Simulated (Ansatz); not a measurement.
# Mg (bcc type): how the settings move a single-point run

How sensitive is a single-point run of Mg (bcc type) to its settings? A reference run comes first, then one run with altered input.

Program: Ansatz 0.2.0. Level of theory: reference: DFT, PBE, PAW with Ansatz's default frozen-core files, scalar-relativistic. These are calculated values, not measurements.

**1. The structure to begin with**

The structure is cubic, space group Im-3m (No. 229). Conventional cell: a = 3.456 Å, b = 3.456 Å, c = 3.456 Å, α = 90.00°, β = 90.00°, γ = 90.00°. Mg (site symmetry m-3m) has 8 Mg at 2.99 Å in its first shell of neighbours.

Coordinates:

```
Mg
1.0
    -1.72809    1.72809    1.72809
     1.72809   -1.72809    1.72809
     1.72809    1.72809   -1.72809
Mg
1
Cartesian
  0.0000 0.0000 0.0000
```

**2. Baseline**

The input, input.yaml:

```yaml
crystal:
  lattice:
    - [-1.7280914947, 1.7280914947, 1.7280914947]
    - [1.7280914947, -1.7280914947, 1.7280914947]
    - [1.7280914947, 1.7280914947, -1.7280914947]
  atoms:
    - { symbol: Mg, position: [0.0, 0.0, 0.0] }
kpoints:
  mp_grid: { grid: [17, 17, 17] }
  band_path:
    path:
      - [0.0, 0.0, 0.0]
      - [0.5, -0.5, 0.5]
      - [0.0, 0.0, 0.5]
      - [0.0, 0.0, 0.0]
      - [0.25, 0.25, 0.25]
      - [0.5, -0.5, 0.5]
      - [0.25, 0.25, 0.25]
      - [0.0, 0.0, 0.5]
    npoints: 8
scf:
  occupations: { method: fermi_dirac, width: 0.05 }
hamiltonian:
  xc: pbe
  pseudopotentials: { kind: paw }
output:
  forces: true
  stress: true
  eigenvalues: true
  populations: true
  dos: { projected: true, de: 0.2, e_range: [-14, 8] }
```

On the command line:

```
ansatz run input.yaml --threads 1 --pin off --max-ram 2048MiB --backend cpu --events-out ev --progress --plain --runs-dir out
```

**3. Changed: symmetry.detect false**

input.yaml: that of step 2 with these lines changed.

```diff
@@ -7,2 +7,3 @@
     - { symbol: Mg, position: [0.0, 0.0, 0.0] }
+  symmetry: { detect: false }
 kpoints:
@@ -30,2 +31,5 @@
   populations: true
-  dos: { projected: true, de: 0.2, e_range: [-14, 8] }
+  write_density: true
+  write_potential: true
+  elf: true
+  volumetric_format: npy
```

Q: Predict the outcome of this session. Wanted: for each run, ending; energy change; pressure; gap; force.

The runs gave:

```csv
run,ending,energy change,pressure (GPa),gap (eV),force (eV/Å),cycles,time
reference,converged,0,4.5,0.00,0.00,6,3 s
1: symmetry.detect false,converged,0.0 meV/atom,4.5,0.00,0.00,6,68 s
```

Times don't compare one to one where runs were asked for different outputs or read a saved state (see the inputs); cycles may leave out searches for a lower state.

Residual by cycle in the longest SCF loop of each run; runs are numbered as in the table. The quantity is the density residual dr2, in eV.

```csv
cycle,reference,run 1
1,4.1e-6,3.9e-6
2,1.0e-6,1.1e-6
3,2.6e-7,3.6e-7
4,3.2e-8,4.4e-8
5,2.8e-11,1.1e-10
6,7.7e-12,3.0e-11
```

What this shows: Energy and cycle count are those of the reference, so the change (use of symmetry) left the result and the number of cycles as they were.
